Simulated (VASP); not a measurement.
# Ge (Cmmm) in VASP: notebook

One crystal, Ge, is run at these levels: PBE; tasks: single point.

Everything below comes from runs of VASP 6.6.1. Logs are shortened: lines on timing, memory, paths and dates and some standing lists are left out, and cuts for length are marked.

## 1. Starting point

The structure is orthorhombic, space group Cmmm (No. 65). Conventional cell: a = 2.794 Å, b = 5.201 Å, c = 2.698 Å, α = 90.00°, β = 90.00°, γ = 90.00°. Ge (site symmetry mmm) is surrounded by 8 Ge at 2.70 to 2.95 Å.

This isn't the form of Ge at room conditions, which is diamond.

## 2. Single point, PBE

INCAR reads:

```
PREC = Accurate ; ENCUT = 700
EDIFF = 1E-7 ; ISMEAR = 0
SIGMA = 0.05 ; LREAL = F
LASPH = T ; NELM = 100
ALGO = Normal ; ISIF = 2
LWAVE = F ; LCHARG = F
GGA = PE ; NBANDS = 13
ADDGRID = F
```

KPOINTS reads:

```
Automatic mesh
0
Gamma
  11 11 10
```

POSCAR reads:

```
Ge
1.0
    1.4161900000     -2.6475770000      0.0134350000
    1.3961930000      2.6368340000      0.0183540000
    0.0306960000      0.0025520000      2.6389690000
Ge
1
Direct
    0.4852650000      0.4800630000      0.0156560000
```

Potentials or basis: VASP PAW PBE potentials, release 64 (Ge_d).

Started as:

```bash
cat potpaw_PBE.64/Ge_d/POTCAR > POTCAR
mpirun -np 1 vasp_std > vasp.out
```

OUTCAR:

```text
PREC = Accurate
   ENCUT = 700
   EDIFF = 1E-7
   ISMEAR = 0
   LREAL = F
   LASPH = T
   NELM = 100
   ISIF = 2
   GGA = PE

 Found    606 irreducible k-points:

 Following reciprocal coordinates:
            Coordinates               Weight
  0.000000  0.000000  0.000000      1.000000
  0.090909 -0.000000  0.000000      2.000000
  0.181818 -0.000000 -0.000000      2.000000
  0.272727 -0.000000  0.000000      2.000000
  0.363636 -0.000000 -0.000000      2.000000
  0.454545 -0.000000  0.000000      2.000000
   k-points           NKPTS =    606   k-points in BZ     NKDIM =    606   number of bands    NBANDS=     13
   number of dos      NEDOS =    301   number of ions     NIONS =      1
   total plane-waves  NPLWV =  18816
   dimension x,y,z NGX =    28 NGY =   28 NGZ =   24
   dimension x,y,z NGXF=    56 NGYF=   56 NGZF=   48
   ions per type =               1
   NGX,Y,Z   is equivalent  to a cutoff of  15.50, 15.60, 15.12 a.u.
   NGXF,Y,Z  is equivalent  to a cutoff of  31.01, 31.20, 30.24 a.u.
 SYSTEM =  unknown system
   PREC   = accura    normal or accurate (medium, high low for compatibility)
   ISTART =      0    job   : 0-new  1-cont  2-samecut
   ICHARG =      2    charge: 1-file 2-atom 10-const
   ISPIN  =      1    spin polarized calculation?
   LNONCOLLINEAR =      F non collinear calculations
   LSORBIT =      F    spin-orbit coupling
   LASPH  =      T    aspherical Exc in radial PAW
   ENCUT  =  700.0 eV  51.45 Ry    7.17 a.u.   6.48  6.44  5.69*2*pi/ulx,y,z
   NELM   =    100;   NELMIN=  2; NELMDL= -5     # of ELM steps
   EDIFF  = 0.1E-06   stopping-criterion for ELM
   LREAL  =      F    real-space projection
   EDIFFG = 0.1E-05   stopping-criterion for IOM
   NSW    =      0    number of steps for IOM
   IBRION =     -1    ionic relax: 0-MD 1-quasi-New 2-CG
   NFREE  =      0    steps in history (QN), initial steepest desc. (CG)
   ISIF   =      2    stress and relaxation
   ISYM   =      2    0-nonsym 1-usesym 2-fastsym
   POTIM  = 0.5000    time-step for ionic-motion
   TEBEG  =    0.0;   TEEND  =   0.0 temperature during run
   PSTRESS=    0.0 pullay stress
   NELECT =      14.0000    total number of electrons
   NUPDOWN=      -1.0000    fix difference up-down
   EMIN   =  10.00;   EMAX   =-10.00  energy-range for DOS
   EFERMI =   0.00;   METHOD = LEGACY
   ISMEAR =     0;   SIGMA  =   0.05  broadening in eV -4-tet -1-fermi 0-gaus
   EFERMI_NEDOS =   21; number of points for ismear=-14 and -15
   IALGO  =     38    algorithm
   IMIX   =      4    mixing-type and parameters
     AMIX     =   0.40;   BMIX     =  1.00
     AMIX_MAG =   1.60;   BMIX_MAG =  1.00
  volume/ion in A,a.u.               =      19.61       132.31
  Fermi-wavevector in a.u.,A,eV,Ry     =   1.463234  2.765111 29.130789  2.141053
  Thomas-Fermi vector in A             =   2.579353
   LORBIT       =      0    0 simple, 1 ext, 2 COOP (PROOUT), +10 PAW based schemes
   GGA     = PE    functional components
   LHFCALC =     F    Hartree Fock is set to
   AEXX    =    0.0000 exact exchange contribution
   IVDW    =     0    specifies the selected vdW correction
   LEPSILON=     F    determine dielectric tensor
   LRPA    =     F    only Hartree local field effects (RPA)
 non-spin polarized calculation
 Gauss-broadening in eV      SIGMA  =   0.05
  energy-cutoff  :      700.00
  volume of cell :       19.61
 maximum number of plane-waves:       837
 NGX is ok and might be reduce to    28

 number of electron      14.0000001 magnetization

 Free energy of the ion-electron system (eV)
  ---------------------------------------------------
  ext. energy  EPLUGINS =         0.00000000
  ---------------------------------------------------
  free energy    TOTEN  =        -4.25336516 eV

  energy without entropy =       -4.25279645  energy(sigma->0) =       -4.25308080

 E-fermi :   6.2045     XC(G=0): -11.0375

 val. band max:        6.2021654237   @ k =  -0.0909   0.4545   0.4000
 cond. band min:       6.2130593393   @ k =  -0.0000   0.2727   0.3000
 fundamental gap:      0.0108939156
 Fermi energy:         6.2044796298

 k-point     1 :       0.0000    0.0000    0.0000
  band No.  band energies     occupation
      1     -18.5483      2.00000
      2     -18.4763      2.00000
      3     -18.4236      2.00000
      4     -18.3164      2.00000
      5     -18.2939      2.00000
      6      -6.6489      2.00000
      7      12.7485      0.00000
      8      13.7488      0.00000
      9      14.4257      0.00000
     10      16.7240      0.00000
     11      18.3614      0.00000
     12      20.7672      0.00000
     13      21.0455      0.00000

 k-point     2 :       0.0909   -0.0000    0.0000
  band No.  band energies     occupation
      1     -18.5435      2.00000
      2     -18.4681      2.00000
      3     -18.4245      2.00000
      4     -18.3174      2.00000
      5     -18.2974      2.00000
      6      -6.4540      2.00000
      7      11.9538      0.00000
      8      12.8810      0.00000
      9      13.9444      0.00000
     10      17.1472      0.00000
     11      18.3673      0.00000
     12      19.5795      0.00000
     13      22.1106      0.00000

 k-point     3 :       0.1818   -0.0000   -0.0000
  band No.  band energies     occupation
      1     -18.5323      2.00000
      2     -18.4518      2.00000
      3     -18.4197      2.00000
      4     -18.3209      2.00000
      5     -18.3060      2.00000
      6      -5.8708      2.00000
      7       9.3103      0.00000
      8      11.4599      0.00000
      9      14.4888      0.00000
     10      16.0623      0.00000
     11      18.6272      0.00000
     12      21.2667      0.00000
     13      24.7164      0.00000

 k-point     4 :       0.2727   -0.0000    0.0000
  band No.  band energies     occupation
      1     -18.5223      2.00000
      2     -18.4471      2.00000
      3     -18.3925      2.00000
      4     -18.3282      2.00000
      5     -18.3145      2.00000
      6      -4.9071      2.00000
      7       6.2835      0.02540
      8      10.4774      0.00000
      9      14.7717      0.00000
     10      15.3487      0.00000
     11      19.5946      0.00000
     12      23.7730      0.00000
     13      27.3693      0.00000

 k-point     5 :       0.3636   -0.0000   -0.0000
  band No.  band energies     occupation
      1     -18.5187      2.00000
      2     -18.4450      2.00000
      3     -18.3604      2.00000
      4     -18.3378      2.00000
      5     -18.3190      2.00000
      6      -3.5996      2.00000
      7       3.5125      2.00000
      8       9.7889      0.00000
      9      13.9053      0.00000
     10      16.3946      0.00000
     11      20.8779      0.00000
     12      25.3825      0.00000
     13      26.1491      0.00000

 k-point     6 :       0.4545   -0.0000    0.0000
  band No.  band energies     occupation
      1     -18.5192      2.00000
      2     -18.4422      2.00000
      3     -18.3463      2.00000
      4     -18.3386      2.00000
      5     -18.3207      2.00000
      6      -2.1732      2.00000
      7       1.3369      2.00000
      8       9.4343      0.00000
      9      13.4751      0.00000
     10      17.2656      0.00000
     11      22.4538      0.00000
     12      23.8692      0.00000
     13      24.6388      0.00000

 [... further k-points ...]

------------------------ aborting loop because EDIFF is reached ----------------------------------------

  FORCE on cell =-STRESS in cart. coord.  units (eV):
  Direction    XX          YY          ZZ          XY          YZ          ZX
  --------------------------------------------------------------------------------------
  -------------------------------------------------------------------------------------
  Total       -0.2523182     -0.5039958      0.6060913     -0.0020133     -0.0065440     -0.0590221
  in kB      -20.6180523    -41.1837564     49.5264380     -0.1645196     -0.5347436     -4.8229636
  external PRESSURE =      -4.0917902 kB  Pullay stress =       0.0000000 kB

 VOLUME and BASIS-vectors are now :
 -----------------------------------------------------------------------------
  energy-cutoff  :      700.00
  volume of cell :       19.61
      direct lattice vectors                 reciprocal lattice vectors
     1.416190000 -2.647577000  0.013435000     0.354897238 -0.187889191 -0.003946402
     1.396193000  2.636834000  0.018354000     0.356347309  0.190588350 -0.004329273
     0.030696000  0.002552000  2.638969000    -0.004285175 -0.000368995  0.378986066

 POSITION                                       TOTAL-FORCE (eV/Angst)
 -----------------------------------------------------------------------------------
      1.35797     -0.01889      0.05665         0.000000      0.000000      0.000000
 -----------------------------------------------------------------------------------
    total drift:                                0.000024     -0.000031     -0.000072

  FREE ENERGIE OF THE ION-ELECTRON SYSTEM (eV)
  ---------------------------------------------------
  free  energy   TOTEN  =        -4.2533651579 eV

  energy  without entropy=       -4.2527964451  energy(sigma->0) =       -4.25308080
```

Wall time 67 s (1 thread of Intel Xeon 6975P-C (Granite Rapids), shared host); peak memory 0.33 GiB.

The run converged, but some of its settings lie outside the range that counts as converged, so its numbers aren't taken as properties of the crystal.

What came out:

```
Free energy            : -4.2534 eV
Pressure               : -0.4 GPa
Band gap on the k mesh : none (metal or under the smearing width)
```

## 3. Single point, PBE

This run uses another cell than the first one, of the same volume but with other edges.

INCAR, as its differences from that of step 2:

```diff
@@ -1,2 +1,2 @@
-PREC = Accurate ; ENCUT = 700
+PREC = Accurate ; ENCUT = 550
 EDIFF = 1E-7 ; ISMEAR = 0
```

KPOINTS reads:

```
Automatic mesh
0
Gamma
  13 13 12
```

POSCAR reads:

```
Ge
1.0
    1.3971490000     -2.6005160000      0.0000000000
    1.3971490000      2.6005160000      0.0000000000
    0.0000000000      0.0000000000      2.6982310000
Ge
1
Direct
    0.5000000000      0.5000000000      0.0000000000
```

Potentials or basis: VASP PAW PBE potentials, release 64 (Ge_d).

Started as:

```bash
cat potpaw_PBE.64/Ge_d/POTCAR > POTCAR
mpirun -np 1 vasp_std > vasp.out
```

OUTCAR:

```text
PREC = Accurate
   ENCUT = 550
   EDIFF = 1E-7
   ISMEAR = 0
   LREAL = F
   LASPH = T
   NELM = 100
   ISIF = 2
   GGA = PE

 Found    343 irreducible k-points:

 Following reciprocal coordinates:
            Coordinates               Weight
  0.000000  0.000000  0.000000      1.000000
  0.076923  0.000000  0.000000      4.000000
  0.153846  0.000000  0.000000      4.000000
  0.230769  0.000000  0.000000      4.000000
  0.307692  0.000000  0.000000      4.000000
  0.384615 -0.000000  0.000000      4.000000
   k-points           NKPTS =    343   k-points in BZ     NKDIM =    343   number of bands    NBANDS=     13
   number of dos      NEDOS =    301   number of ions     NIONS =      1
   total plane-waves  NPLWV =  13824
   dimension x,y,z NGX =    24 NGY =   24 NGZ =   24
   dimension x,y,z NGXF=    48 NGYF=   48 NGZF=   48
   ions per type =               1
   NGX,Y,Z   is equivalent  to a cutoff of  13.52, 13.52, 14.79 a.u.
   NGXF,Y,Z  is equivalent  to a cutoff of  27.03, 27.03, 29.57 a.u.
 SYSTEM =  unknown system
   PREC   = accura    normal or accurate (medium, high low for compatibility)
   ISTART =      0    job   : 0-new  1-cont  2-samecut
   ICHARG =      2    charge: 1-file 2-atom 10-const
   ISPIN  =      1    spin polarized calculation?
   LNONCOLLINEAR =      F non collinear calculations
   LSORBIT =      F    spin-orbit coupling
   LASPH  =      T    aspherical Exc in radial PAW
   ENCUT  =  550.0 eV  40.42 Ry    6.36 a.u.   5.65  5.65  5.16*2*pi/ulx,y,z
   NELM   =    100;   NELMIN=  2; NELMDL= -5     # of ELM steps
   EDIFF  = 0.1E-06   stopping-criterion for ELM
   LREAL  =      F    real-space projection
   EDIFFG = 0.1E-05   stopping-criterion for IOM
   NSW    =      0    number of steps for IOM
   IBRION =     -1    ionic relax: 0-MD 1-quasi-New 2-CG
   NFREE  =      0    steps in history (QN), initial steepest desc. (CG)
   ISIF   =      2    stress and relaxation
   ISYM   =      2    0-nonsym 1-usesym 2-fastsym
   POTIM  = 0.5000    time-step for ionic-motion
   TEBEG  =    0.0;   TEEND  =   0.0 temperature during run
   PSTRESS=    0.0 pullay stress
   NELECT =      14.0000    total number of electrons
   NUPDOWN=      -1.0000    fix difference up-down
   EMIN   =  10.00;   EMAX   =-10.00  energy-range for DOS
   EFERMI =   0.00;   METHOD = LEGACY
   ISMEAR =     0;   SIGMA  =   0.05  broadening in eV -4-tet -1-fermi 0-gaus
   EFERMI_NEDOS =   21; number of points for ismear=-14 and -15
   IALGO  =     38    algorithm
   IMIX   =      4    mixing-type and parameters
     AMIX     =   0.40;   BMIX     =  1.00
     AMIX_MAG =   1.60;   BMIX_MAG =  1.00
  volume/ion in A,a.u.               =      19.61       132.31
  Fermi-wavevector in a.u.,A,eV,Ry     =   1.463234  2.765111 29.130796  2.141053
  Thomas-Fermi vector in A             =   2.579353
   LORBIT       =      0    0 simple, 1 ext, 2 COOP (PROOUT), +10 PAW based schemes
   GGA     = PE    functional components
   LHFCALC =     F    Hartree Fock is set to
   AEXX    =    0.0000 exact exchange contribution
   IVDW    =     0    specifies the selected vdW correction
   LEPSILON=     F    determine dielectric tensor
   LRPA    =     F    only Hartree local field effects (RPA)
 non-spin polarized calculation
 Gauss-broadening in eV      SIGMA  =   0.05
  energy-cutoff  :      550.00
  volume of cell :       19.61
 maximum number of plane-waves:       592
   NGX = 11   NGY = 11   NGZ = 11

 number of electron      14.0000008 magnetization

 Free energy of the ion-electron system (eV)
  ---------------------------------------------------
  ext. energy  EPLUGINS =         0.00000000
  ---------------------------------------------------
  free energy    TOTEN  =        -4.26831224 eV

  energy without entropy =       -4.26757377  energy(sigma->0) =       -4.26794301

 E-fermi :   6.2161     XC(G=0): -11.0377

 val. band max:        6.2155527775   @ k =  -0.4615   0.3077   0.5000
 cond. band min:       6.2290398422   @ k =  -0.3077   0.2308   0.1667
 fundamental gap:      0.0134870646
 Fermi energy:         6.2161307432

 k-point     1 :       0.0000    0.0000    0.0000
  band No.  band energies     occupation
      1     -18.5206      2.00000
      2     -18.4660      2.00000
      3     -18.4155      2.00000
      4     -18.3100      2.00000
      5     -18.2911      2.00000
      6      -6.6448      2.00000
      7      12.8824      0.00000
      8      13.3547      0.00000
      9      14.8615      0.00000
     10      16.3764      0.00000
     11      18.7115      0.00000
     12      21.0928      0.00000
     13      21.2230      0.00000
[... 66 lines left out ...]
  band No.  band energies     occupation
      1     -18.4969      2.00000
      2     -18.4234      2.00000
      3     -18.3412      2.00000
      4     -18.3363      2.00000
      5     -18.3170      2.00000
      6      -3.1338      2.00000
      7       3.1013      2.00000
      8       9.9718      0.00000
      9      14.0217      0.00000
     10      15.9161      0.00000
     11      20.4632      0.00000
     12      24.4571      0.00000
     13      25.3540      0.00000

 [... further k-points ...]

------------------------ aborting loop because EDIFF is reached ----------------------------------------

  FORCE on cell =-STRESS in cart. coord.  units (eV):
  Direction    XX          YY          ZZ          XY          YZ          ZX
  --------------------------------------------------------------------------------------
  -------------------------------------------------------------------------------------
  Total        0.1704045     -0.2531341     -0.0639592      0.0000000      0.0000000      0.0000000
  in kB       13.9245180    -20.6847315     -5.2263921      0.0000000      0.0000000      0.0000000
  external PRESSURE =      -3.9955352 kB  Pullay stress =       0.0000000 kB

 VOLUME and BASIS-vectors are now :
 -----------------------------------------------------------------------------
  energy-cutoff  :      550.00
  volume of cell :       19.61
      direct lattice vectors                 reciprocal lattice vectors
     1.397149000 -2.600516000  0.000000000     0.357871637 -0.192269534  0.000000000
     1.397149000  2.600516000  0.000000000     0.357871637  0.192269534  0.000000000
     0.000000000  0.000000000  2.698231000     0.000000000  0.000000000  0.370613191

 POSITION                                       TOTAL-FORCE (eV/Angst)
 -----------------------------------------------------------------------------------
      1.39715      0.00000      0.00000        -0.000000      0.000000      0.000000
 -----------------------------------------------------------------------------------
    total drift:                               -0.000000     -0.000000     -0.000000

  FREE ENERGIE OF THE ION-ELECTRON SYSTEM (eV)
  ---------------------------------------------------
  free  energy   TOTEN  =        -4.2683122406 eV

  energy  without entropy=       -4.2675737699  energy(sigma->0) =       -4.26794301
```

stdout:

```text
POSCAR found type information on POSCAR Ge
 POSCAR found :  1 types and       1 ions
 scaLAPACK will be used
 LDA part: xc-table for (Slater+PW92), standard interpolation
 POSCAR, INCAR and KPOINTS ok, starting setup
 FFT: planning ... GRIDC
 FFT: planning ... GRID_SOFT
 FFT: planning ... GRID
 WAVECAR not read
 entering main loop
```

It took 22 s on 1 thread of Intel Xeon 6975P-C (Granite Rapids), shared host; peak memory 0.21 GiB.

These settings aren't checked as converged: the numbers below hold their error.

Results:

- Free energy: -4.2683 eV
- Pressure: -0.4 GPa
- Band gap on the k mesh: none (metal or under the smearing width)

## 4. Single point, PBE

INCAR is that of step 3.

KPOINTS is that of step 3.

POSCAR reads:

```
Ge
1.0
    1.4161900000     -2.6475770000      0.0134350000
    1.3961930000      2.6368340000      0.0183540000
    0.0306960000      0.0025520000      2.6389690000
Ge
1
Direct
    0.4852650000      0.4800630000      0.0156560000
```

Started as:

```bash
cat potpaw_PBE.64/Ge_d/POTCAR > POTCAR
mpirun -np 1 vasp_std > vasp.out
```

Wall time 52 s (1 thread of Intel Xeon 6975P-C (Granite Rapids), shared host); peak memory 0.35 GiB.

These settings aren't checked as converged: the numbers below hold their error.

What came out:

```
Free energy            : -4.2593 eV
Pressure               : -0.2 GPa
Band gap on the k mesh : none (metal or under the smearing width)
```

## 5. Single point, PBE

This run uses another cell than the first one, of the same volume but with other edges.

INCAR, as its differences from that of step 4:

```diff
@@ -1,2 +1,2 @@
-PREC = Accurate ; ENCUT = 550
+PREC = Accurate ; ENCUT = 900
 EDIFF = 1E-7 ; ISMEAR = 0
```

KPOINTS reads:

```
Automatic mesh
0
Gamma
  11 11 10
```

POSCAR reads:

```
Ge
1.0
    1.3971490000     -2.6005160000      0.0000000000
    1.3971490000      2.6005160000      0.0000000000
    0.0000000000      0.0000000000      2.6982310000
Ge
1
Direct
    0.5000000000      0.5000000000      0.0000000000
```

Started as:

```bash
cat potpaw_PBE.64/Ge_d/POTCAR > POTCAR
mpirun -np 1 vasp_std > vasp.out
```

Wall time 37 s (1 thread of Intel Xeon 6975P-C (Granite Rapids), shared host); peak memory 0.25 GiB.

The run converged, but some of its settings lie outside the range that counts as converged, so its numbers aren't taken as properties of the crystal.

Results:

* Free energy: -4.2672 eV
* Pressure: -0.6 GPa
* Band gap on the k mesh: none (metal or under the smearing width)

## 6. Single point, PBE

INCAR is that of step 5.

KPOINTS is that of step 5.

POSCAR reads:

```
Ge
1.0
    1.4161900000     -2.6475770000      0.0134350000
    1.3961930000      2.6368340000      0.0183540000
    0.0306960000      0.0025520000      2.6389690000
Ge
1
Direct
    0.4852650000      0.4800630000      0.0156560000
```

Potentials or basis: VASP PAW PBE potentials, release 64 (Ge_d).

Started as:

```bash
cat potpaw_PBE.64/Ge_d/POTCAR > POTCAR
mpirun -np 1 vasp_std > vasp.out
```

Run time: 1.7 min. Hardware: 1 thread of Intel Xeon 6975P-C (Granite Rapids), shared host; peak memory 0.42 GiB.

These settings aren't checked as converged: the numbers below hold their error.

What came out:

| Quantity | Value |
| --- | --- |
| Free energy | -4.2534 eV |
| Pressure | -0.4 GPa |
| Band gap on the k mesh | none (metal or under the smearing width) |

## 7. The reference run

An earlier run on the cell as given: functional PBE; potentials or basis VASP PAW PBE potentials, release 64 (Ge_d); cutoff 520 eV; k mesh 11 × 11 × 10; occupations fermi-dirac, width 0.05 eV; no spin polarisation.

- Pressure: -0.6 GPa
- Band gap on the k mesh: none (metal or under the smearing width)
